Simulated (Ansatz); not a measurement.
## Mechanical response of GaAs (F-43m)

```xyz
2
Lattice="0.0000 2.8292 2.8292 2.8292 0.0000 2.8292 2.8292 2.8292 0.0000" Properties=species:S:1:pos:R:3 pbc="T T T"
Ga    0.0000    0.0000    0.0000
As    4.2438    4.2438    4.2438
```

Conventional cell: a = 5.658 Å, b = 5.658 Å, c = 5.658 Å, α = 90.00°, β = 90.00°, γ = 90.00°. Ga (atom 1) has 4 As at 2.45 Å as nearest neighbours. Around As (atom 2) lie 4 Ga at 2.45 Å.

Level of theory, where no other is named: PBEsol, all-electron LAPW in Ansatz 0.2.0, scalar-relativistic. k mesh 8×8×8, fixed occupations, basis error target 1 meV/atom. The cell was relaxed by PAW under this functional.

The cell is cubic and carries a residual pressure of 0.02 GPa at this level. Each strain component that symmetry leaves independent is applied at ±0.008, the ions relax wherever a strain frees them, and the stress (tension positive, GPa) is read. Shears are engineering strains, γ = 2ε.

| strain | size | σxx | σyy | σzz | σyz | σxz | σxy |
| --- | --- | --- | --- | --- | --- | --- | --- |
| xx | -0.008 | -0.9050 | -0.4225 | -0.4225 | 0.0000 | 0.0000 | 0.0000 |
| xx | +0.008 | 0.8572 | 0.3654 | 0.3654 | 0.0000 | 0.0000 | 0.0000 |
| yz | -0.008 | -0.0149 | -0.0188 | -0.0188 | -0.4405 | 0.0000 | 0.0000 |
| yz | +0.008 | -0.0149 | -0.0188 | -0.0188 | 0.4405 | 0.0000 | 0.0000 |

A central difference gives one constant, for example C11 ≈ (0.8572 − (-0.9050))/(0.016) = 110.1 GPa; the program then imposes the crystal's symmetry on the whole matrix.

(1) What are the independent elastic constants?

(2) Do they meet the Born conditions?

(3) What moduli does a random aggregate of grains have?

(4) With the density of 5.303 g/cm³, how fast does sound travel, and what Debye temperature follows?

(5) How far do the constants move if PAW replaces LAPW in the same cell?

(6) How far do the constants move if all-electron PAW (datasets made for the crystal) replaces LAPW in the same cell?

Results:

(1) C11 = 110.1, C12 = 49.2, C44 = 55.1 GPa.

(2) C11 − C12 = 60.9, C11 + 2C12 = 208.6 and C44 = 55.1 GPa must all be positive, so the crystal is elastically stable; that says nothing yet of its phonons.

(3) B = (C11 + 2C12)/3 = 69.5 GPa. G_V = (C11 − C12 + 3C44)/5 = 45.2 and G_R = 5(C11 − C12)C44/(4C44 + 3(C11 − C12)) = 41.6, so G_H = 43.4 GPa. Then E = 9BG/(3B + G) = 107.8 GPa, ν = (3B − 2G)/(6B + 2G) = 0.242 and B/G = 1.60, on the brittle side of Pugh's 1.75 (a rule of thumb, made for metals; it doesn't predict ductility here).

(4) 

| direction | slow (m/s) | middle (m/s) | fast (m/s) |
| --- | --- | --- | --- |
| [100] | 3222 | 3222 | 4557 |
| [110] | 2396 | 3222 | 5041 |
| [111] | 2700 | 2700 | 5192 |

The mean of v⁻³ over directions and branches gives v_m = 3151 m/s and θ_D = (ħ/k_B) v_m (6π²n)^(1/3) = 332 K, n being atoms per volume. Young's modulus spans 80 to 131 GPa over directions, and the universal anisotropy index is 0.43.

(5) 

```json
{"constant": "C11", "LAPW (GPa)": "110.1", "PAW (GPa)": "110.1", "difference": "0.0"}
{"constant": "C12", "LAPW (GPa)": "49.2", "PAW (GPa)": "49.3", "difference": "0.1"}
{"constant": "C44", "LAPW (GPa)": "55.1", "PAW (GPa)": "55.0", "difference": "-0.1"}
```

(6) 

| constant | LAPW (GPa) | all-electron PAW (datasets made for the crystal) (GPa) | difference |
| --- | --- | --- | --- |
| C11 | 110.1 | 110.0 | -0.1 |
| C12 | 49.2 | 49.3 | 0.1 |
| C44 | 55.1 | 55.0 | -0.1 |

Limits of these numbers: constants at zero field, no piezoelectric stiffening; the frozen-core PAW files of the compared runs were fitted under PBE, their cores solved anew for this functional.
